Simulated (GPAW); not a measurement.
# Work function of 1T-MgI2 monolayer at several levels, part 2 of 2

Aim: the work function of both faces of 1T-MgI2 monolayer, and its spread over functionals and bases. Where a layer proves gapped, the work function hangs on where the smearing puts the Fermi level, and the band edges take its place.

GPAW 26.7.0; GPAW, PAW setups; layer in a repeated cell with vacuum, relaxation of atoms and in-plane cell (the session's first sound run).

So far, upper work function (eV): step 3 (the slab's potential, PBE, GPAW) 4.23; step 5 (self-consistent run: xc = "revPBE") 4.13; step 6 (OptPBE vdW: xc = "optPBE-vdW", GPAW, PAW setups, GPAW) 4.31; step 7 (self-consistent run: xc = "vdW-DF2", GPAW, PAW setups, GPAW) 4.70; step 8 (self-consistent run: xc = "RPBE") 4.13.

### 9. Real-space grid: mode = "fd"

A real-space grid is a second complete basis, so it checks the plane-wave result.

run.py reads:

```python
import json
import numpy as np
from ase import Atoms
from gpaw import GPAW

slab = Atoms(
    ['I', 'Mg', 'I'],
    positions=[
        [2.10196, 1.21357, 7.00000],
        [-0.00000, 0.00000, 8.67432],
        [0.00000, 2.42714, 10.34865]],
    cell=[[4.20393, -0.0, 0.0], [-2.10196, 3.64071, 0.0], [0.0, 0.0, 17.3486]],
    pbc=[True, True, False])

slab.calc = GPAW(mode='fd', h=0.18, xc='PBE', kpts={'size': (9, 9, 1), 'gamma': True},
                 occupations={'name': 'fermi-dirac', 'width': 0.05}, nbands='200%',
                 convergence={'density': 1e-05}, maxiter=200,
                 poissonsolver={'dipolelayer': 'xy'},
                 symmetry={'tolerance': 1e-3}, txt='slab.txt')
result = {}
energy = slab.get_potential_energy()
fermi = slab.calc.get_fermi_level()
v = slab.calc.get_electrostatic_potential().mean((0, 1)) - fermi
n = slab.calc.get_pseudo_density().mean((0, 1))
L = slab.cell[2, 2]
z = np.arange(len(v)) * L / len(v)
low, high = slab.positions[:, 2].min(), slab.positions[:, 2].max()
below, above = np.interp([low - 4.8, high + 4.8], z, v)
slopes = [np.interp(x, z, np.gradient(v, z)) for x in (low - 4.8, high + 4.8)]
eps = np.array([[slab.calc.get_eigenvalues(k, s) for k in range(len(slab.calc.get_ibz_k_points()))]
                for s in range(slab.calc.get_number_of_spins())]) - fermi
top, bottom = eps[eps < 0].max(), eps[eps > 0].min()
dipole = slab.get_dipole_moment()[2]
print(f'energy {energy:.4f} eV, Fermi level {fermi:.4f} eV, dipole {dipole:.5f} e A')
print(f'potential 4.8 A off the faces, from the Fermi level: lower {below:.4f} eV, upper {above:.4f} eV')
print(f'slope of the potential there: lower {slopes[0]:.5f}, upper {slopes[1]:.5f} eV/A')
print(f'nearest levels on the mesh: {top:.4f} and {bottom:.4f} eV')
print('magnetic moment', round(slab.get_magnetic_moment(), 3))
result.update(energy=energy, fermi=fermi, dipole=dipole, below=below, above=above, slopes=slopes, edges=[top, bottom],
              z=z.tolist(), v=v.tolist(), n=n.tolist(), positions=slab.positions.tolist(),
              forces=slab.get_forces(apply_constraint=False).tolist(), moments=slab.get_magnetic_moments().tolist())
json.dump(result, open('result.json', 'w'))
```

Run with:

```
$ OMP_NUM_THREADS=1 OPENBLAS_NUM_THREADS=1 python run.py
```

It took 64 s on 1 thread of Arm Neoverse V2, shared host; peak memory 0.49 GiB.

This step gave:

```
dipole along the normal                    : 5.47e-4 e·Å
levels nearest the Fermi level on the mesh : -2.292, 1.429 eV from the Fermi level
upper work function                        : 4.180 eV
lower work function                        : 4.186 eV
upper ionisation energy                    : 6.472 eV
```

The electrostatic potential energy of an electron (without an applied field's), less the Fermi level, planar mean by z:

| z (Å) | electrostatic potential energy of an electron (without an applied field's), less the Fermi level, planar mean (eV) |
| --- | --- |
| 0.0 | 4.18 |
| 0.5 | 4.19 |
| 1.0 | 4.19 |
| 1.5 | 4.19 |
| 2.0 | 4.19 |
| 2.5 | 4.19 |
| 3.0 | 4.19 |
| 3.5 | 4.18 |
| 4.0 | 4.18 |
| 4.5 | 4.16 |
| 5.0 | 4.05 |
| 5.5 | 3.57 |
| 6.0 | 1.49 |
| 6.5 | -5.90 |
| 7.0 | -14.9 |
| 7.5 | -7.30 |
| 8.0 | -2.64 |
| 8.5 | -5.00 |
| 9.0 | -4.04 |
| 9.5 | -3.03 |
| 10.0 | -10.4 |
| 10.5 | -13.7 |
| 11.0 | -2.82 |
| 11.5 | 2.44 |
| 12.0 | 3.79 |
| 12.5 | 4.09 |
| 13.0 | 4.16 |
| 13.5 | 4.18 |
| 14.0 | 4.18 |
| 14.5 | 4.18 |
| 15.0 | 4.18 |
| 15.5 | 4.18 |
| 16.0 | 4.18 |
| 16.5 | 4.18 |
| 17.0 | 4.18 |

The highest filled level lies 2.29 eV under the Fermi level, so the ionisation energy from the upper face is 4.180 + 2.29 = 6.472 eV, against 6.472 eV in the base run.

### 10. Atomic orbitals: mode = "lcao"

Atom-centred orbitals end a few angstrom from the surface, which tests how much the density's tail matters.

run.py: that of step 9 with these lines changed.

```diff
@@ -14,4 +14,4 @@
 
-slab.calc = GPAW(mode='fd', h=0.18, xc='PBE', kpts={'size': (9, 9, 1), 'gamma': True},
-                 occupations={'name': 'fermi-dirac', 'width': 0.05}, nbands='200%',
+slab.calc = GPAW(mode='lcao', basis='dzp', h=0.18, xc='PBE', kpts={'size': (9, 9, 1), 'gamma': True},
+                 occupations={'name': 'fermi-dirac', 'width': 0.05}, nbands='120%',
                  convergence={'density': 1e-05}, maxiter=200,
```

Run time: 20 s. Hardware: 1 thread; peak memory 0.28 GiB.

Numbers from this step:

* levels nearest the Fermi level on the mesh: -2.826, 1.140 eV from the Fermi level
* upper work function: 3.727 eV
* lower work function: 3.734 eV
* upper ionisation energy: 6.553 eV

The highest filled level lies 2.83 eV under the Fermi level, so the ionisation energy from the upper face is 3.727 + 2.83 = 6.553 eV, against 6.472 eV in the base run.

### 11. All levels side by side

Times are for 1 thread of Arm Neoverse V2, shared host. The series side by side:

| no. | run | upper ionisation energy (eV) | time | memory (GiB) |
| --- | --- | --- | --- | --- |
| 1 | pw | 6.472 | 21 s | 0.23 |
| 2 | LDA | 6.682 | 21 s | 0.22 |
| 3 | revPBE | 6.402 | 21 s | 0.23 |
| 4 | optPBE vdW | 6.679 | 33 s | 0.39 |
| 5 | vdW DF2 | 6.778 | 32 s | 0.39 |
| 6 | RPBE | 6.408 | 22 s | 0.22 |
| 7 | fd | 6.472 | 64 s | 0.49 |
| 8 | lcao | 6.553 | 20 s | 0.28 |

### 12. Side by side

Results and costs are gathered.

This step: comparison of work functions, dipole and cost (GPAW 26.7.0).

Ladder, by row:

| step | code | work function, upper (eV) | work function, lower (eV) | dipole (e Å) | wall time (s) | peak memory (GiB) | threads |
| --- | --- | --- | --- | --- | --- | --- | --- |
| pw | GPAW | 4.229 | 4.235 | 6.98e-4 | 21 | 0.23 | 1 |
| LDA | GPAW | 4.495 | 4.501 | 7.04e-4 | 21.22 | 0.22 | 1 |
| revPBE | GPAW | 4.129 | 4.135 | 6.97e-4 | 21.48 | 0.23 | 1 |
| optPBE-vdW | GPAW | 4.307 | 4.314 | 6.97e-4 | 32.55 | 0.39 | 1 |
| vdW-DF2 | GPAW | 4.697 | 4.704 | 6.98e-4 | 31.72 | 0.39 | 1 |
| RPBE | GPAW | 4.13 | 4.136 | 6.97e-4 | 22.2 | 0.22 | 1 |
| fd | GPAW | 4.18 | 4.186 | 5.47e-4 | 63.64 | 0.49 | 1 |
| lcao | GPAW | 3.727 | 3.734 | 5.47e-4 | 19.89 | 0.28 | 1 |

### 13. A changed run

One more run, with changed settings.

This step: GPAW, PAW setups; slab in vacuum (GPAW 26.7.0).

run.py: that of step 10 with these lines changed.

```diff
@@ -3,3 +3,3 @@
 from ase import Atoms
-from gpaw import GPAW
+from gpaw import GPAW, PW
 
@@ -14,5 +14,5 @@
 
-slab.calc = GPAW(mode='lcao', basis='dzp', h=0.18, xc='PBE', kpts={'size': (9, 9, 1), 'gamma': True},
-                 occupations={'name': 'fermi-dirac', 'width': 0.05}, nbands='120%',
-                 convergence={'density': 1e-05}, maxiter=200,
+slab.calc = GPAW(mode=PW(400), xc='PBE', kpts={'size': (9, 9, 1), 'gamma': True},
+                 occupations={'name': 'fermi-dirac', 'width': 0.05}, nbands='80%',
+                 convergence={'density': 1e-05}, maxiter=100,
                  poissonsolver={'dipolelayer': 'xy'},
```

The job ended after 0.69 s (1 thread; peak memory 0.12 GiB).

The input was rejected at the start.

The program's message: “ValueError: Too few bands! Electrons: 24.0, bands: 80%”

The change that led to it: nbands = "80 % of the filled bands".

### 14. Summary of results

| Property | Result |
| --- | --- |
| work function, upper and lower face (Fermi level placed in the gap by the smearing) | 4.229 and 4.235 eV |
| ionisation energy from the upper face (highest filled level on the mesh) | 6.47 eV |
| electron affinity from the upper face (lowest empty Kohn-Sham level on the mesh) | 2.75 eV |
| dipole along the normal | 7.0e-4 e Å, near the numerical noise |

In words: With plane waves and PBE the ionisation energy from the upper face is 6.47 eV and the Kohn-Sham electron affinity 2.75 eV. The levels nearest the Fermi level on the mesh lie 3.72 eV apart, so the slab is gapped there: the smearing puts the Fermi level inside the gap, and from either face the ionisation energy is the work function plus 2.2 eV. Both are Kohn-Sham levels on the mesh, and semilocal gaps are too small, so the affinity tends to come out too large and the ionisation energy too small. Work functions of a gapped slab move with the place of the Fermi level in the gap; over the runs without a planted fault the highest filled level on the mesh lies 6.40 (revPBE) to 6.78 eV (vdW-DF2) under the upper vacuum level. With elements this heavy, spin-orbit coupling can move band edges by tenths of an eV. The small printed dipole stands for a step of -8.3 meV from the lower to the upper face, and the probes find -6.5 meV; values this small are near the numerical noise of both. The layer's cell and atoms come from the relaxation; spin-orbit coupling and temperature are left out.

[Logs are printed without paths, hosts, clocks, repeated set-up lines and the standing remarks that a program may print on its own settings, such as how far it seeks lower states.]

[Hosts, paths, dates, database ids (printed as entryN), source tags and the programs' standing remarks are cut or masked in the printed files.]
